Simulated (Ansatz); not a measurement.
**Charge transition levels of the S vacancy in Li₂S, term by term**

Method: DFT PBEsol, scalar-relativistic, plane waves, PAW (Ansatz 0.2.0). Settings: 420 eV cutoff, 2×2×2 k-mesh, shifted by half a step, Gaussian smearing of 0.01 eV, collinear spin in charge +1, -1 alone.

Host crystal, relaxed:

```cif
data_structure
_symmetry_space_group_name_H-M 'P 1'
_symmetry_Int_Tables_number 1
_cell_length_a 3.9986
_cell_length_b 3.9986
_cell_length_c 3.9986
_cell_angle_alpha 60.000
_cell_angle_beta 60.000
_cell_angle_gamma 60.000
_cell_volume 45.21
loop_
_atom_site_label
_atom_site_type_symbol
_atom_site_fract_x
_atom_site_fract_y
_atom_site_fract_z
_atom_site_occupancy
Li1 Li 0.75000 0.75000 0.75000 1
Li2 Li 0.25000 0.25000 0.25000 1
S1 S 0.00000 0.00000 0.00000 1
```

The S vacancy was set at (0.000, 0.000, 0.000) of the host cell, in a supercell of 48 sites (723 Å³), relaxed at fixed cell in each charge q. The host's Kohn–Sham gap is 3.20 eV and its static dielectric constant 7.5 (mean). For each charge: the supercell's free energy over the neutral one with q electrons exchanged at the valence band top, F(q) − F(0) + qE_v; the image-charge term; and the term that aligns the potential far from the defect with the host's.

```
 q F(q) − F(0) + qE_v (eV) image charge (eV) alignment (eV)
+2                   -3.683              1.243          -0.657
+1                   -1.969              0.311          -0.286
 0                    0.000              0.000           0.000
-1                    3.316              0.311           0.209
```

**Question.** Add the terms and find the levels between neighbouring charges, ε(q/q′) = [A(q′) − A(q)]/(q − q′), with and without the two corrections.

**Answer.** A(q): -3.097 eV for +2, -1.944 eV for +1, 0.000 eV for 0, 3.836 eV for -1.
```tsv
level	corrected (eV over E_v)	uncorrected (eV)
(+2/+1)	1.15	1.71
(+1/0)	1.94	1.97
(0/-1)	3.84	3.32
```

As a check, a point charge in a simple cubic cell of this volume has q²αe²/(2εL) = 0.305 q² eV (e² = 14.40 eV Å, α = 2.837, L = 8.98 Å); the shape of the real cell can change it somewhat. The term grows as q², so it pushes donor levels down and acceptor levels up. The program doubts the alignment for q = +2, +1, -1, so levels beside it are uncertain by about that term.

**Question.** Which of these charges is lowest with the Fermi level at the valence band top, at mid-gap and at the conduction band bottom?

**Answer.** The line A(q) + qE_F that lies lowest gives the charge: +2 at E_F = 0.00 eV, +1 at E_F = 1.60 eV, 0 at E_F = 3.20 eV. (0/-1) falls outside this Kohn–Sham gap, so the change of charge isn't reached within it; the real gap is usually wider and may hold a localised level, while a level that comes from a carrier in the host's bands only marks the band edge and moves with it. In charge -1 the cell has partly filled levels, from a carrier spread over the host's bands, a defect level that the small cell broadens into a band, or a degenerate defect level that the symmetric start can't split, so the levels beside it are doubtful. In charge -1 the extra carrier sits in the host's bands, sampled away from their edge; a term of -0.63 eV would put the level beside it at that edge (it also undoes corrections that don't apply to a spread carrier) and isn't included above. Charges beyond those computed could lie lower near the band edges.

**Question.** The neutral defect forms at 4.68 eV with atoms taken from and returned to the elements. What are the formation energies at those three Fermi levels, and what share of sites would hold the defect at 1200 K with E_F at mid-gap, if the host still stood at that temperature?

**Answer.** E_f = E_f(0) + A(q) + qE_F = 1.58, 4.33, 4.68 eV. In the dilute limit the share is exp(−E_f/k_BT) = exp(−4.333/0.1034) = 6.3×10⁻¹⁹, leaving out degeneracy and vibrational entropy. This is the S-rich limit; a poorer supply of S lowers E_f, in a binary host by up to its heat of formation per S atom. The small cell and the narrow Kohn–Sham gap leave errors of tenths of an eV or more, which change the share by orders of magnitude.